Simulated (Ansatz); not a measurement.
Consider a ranking of structure types by relaxed energy of W on several prototypes (Ansatz 0.2.0 through its Python package).

Script `prototypes_w.py`:
```python
"""Relaxed energies of W in several structure types."""

from dataclasses import dataclass
import logging
import sys
import warnings

import ansatz
import numpy as np
import spglib
from tabulate import tabulate

logging.basicConfig(stream=sys.stdout, format="%(levelname)s %(message)s")
log = logging.getLogger("calc")
log.setLevel(logging.INFO)


@dataclass
class Options:
    ecut: int = 460
    kspacing: float = 0.14
    filling: str = "fermi_dirac"
    sigma: float = 0.05


cfg = Options()


def hcp(first, a):
    return (
        ansatz.Lattice.from_parameters(a, a, 1.633 * a, alpha=90, beta=90, gamma=120)
        .space_group(194)
        .atom(first, (1 / 3, 2 / 3, 0.25))
    )


def sc(a_site, a):
    return (
        ansatz.Lattice.cubic(a)
        .space_group(221)
        .atom(a_site, (0, 0, 0))
    )


def diamond(A, a):
    return ansatz.Crystal.diamond(A, a=a)


def bcc(first, a):
    return (
        ansatz.Lattice.bcc(a)
        .space_group(229)
        .atom(first, (0, 0, 0))
        .primitive()
    )


def run_phase(name, crystal):
    calc = (
        crystal.calculation()
        .functional(ansatz.Functional.PBE)
        .basis(cfg.ecut)
        .kpoints(spacing=cfg.kspacing)
        .occupations(cfg.filling, width=cfg.sigma)
        .stress()
        .band_table()
    )
    calc = calc.relax(force_tolerance=0.02, max_steps=40, cell=True)
    return calc.run(threads=1, backend="cpu")

def relaxed_twice(name, crystal):
    # the second pass draws mesh and plane waves anew for the relaxed cell
    first = run_phase(name, crystal)
    again = ansatz.Crystal(lattice=ansatz.Lattice.of(first.lattice.cell_ang))
    for site in first.report["lattice"]["sites"]:
        again = again.atom(site["symbol"], site["position_frac"])
    return run_phase(name, again)


def space_group(outcome):
    sites = outcome.report["lattice"]["sites"]
    kinds = sorted({site["symbol"] for site in sites})
    cell = (outcome.lattice.cell_ang, [site["position_frac"] for site in sites], [kinds.index(site["symbol"]) for site in sites])
    return spglib.get_spacegroup(cell, symprec=0.01)


def pressure_gpa(outcome):
    return float(np.trace(outcome.report["stress_gpa"]) / 3)

# starting lattice constants are rough guesses; the relaxation finds the rest
warnings.simplefilter("ignore", ansatz.DeckWarning)

phases = {}
phases["hcp"] = hcp("W", 2.82)
phases["sc"] = sc("W", 2.59)
phases["diamond"] = diamond("W", 5.48)
phases["bcc"] = bcc("W", 3.16)

done = {}
for name, crystal in phases.items():
    try:
        done[name] = relaxed_twice(name, crystal)
    except ansatz.NonConvergedError as error:
        print(name, "did not converge:", str(error)[:120])

energy = {name: o.report["energy_sigma0_ev"] / len(o.lattice.sites) for name, o in done.items()}
lowest = min(energy.values())
rows = [(name, len(o.lattice.sites), 1000 * (energy[name] - lowest), space_group(o), pressure_gpa(o)) for name, o in done.items()]
rows.sort(key=lambda row: row[2])
print(tabulate(rows, headers=["phase", "atoms", "dE (meV/atom)", "space group", "P (GPa)"], floatfmt=".4f", tablefmt="simple"))
print("lowest in energy:", rows[0][0])
```

Which of these structures comes out lowest, and how far apart are they?

By space group at the end of each run: Im-3m (+0 meV an atom, 16.1 Å³), P6_3/mmc (+505 meV an atom, 16.5 Å³), Pm-3m (+1453 meV an atom, 18.3 Å³) and Fd-3m (+2659 meV an atom, 24.8 Å³).

What the script printed:

Output of `python prototypes_w.py`:
```text
phase      atoms    dE (meV/atom)  space group       P (GPa)
-------  -------  ---------------  --------------  ---------
bcc            1           0.0000  Im-3m (229)       -0.0000
hcp            2         504.8629  P6_3/mmc (194)    -0.0013
sc             1        1452.9582  Pm-3m (221)       -0.0154
diamond        2        2658.9060  Fd-3m (227)        0.0013
lowest in energy: bcc
```

Notes:
- The run is spin-unpolarised.
- Pressure is positive in compression.
- Spin-orbit coupling, which matters for elements this heavy, is left out.
- The cells are built on prototypes, so most aren't the phase found in nature. Rows bear the name of their start, and a relaxation keeps or raises the symmetry. Differences under 10 to 15 meV an atom lie within the error of mesh and functional.
- Run time: 3.1 min on 1 thread of Arm Neoverse V2 (shared host), peak memory 0.57 GiB.
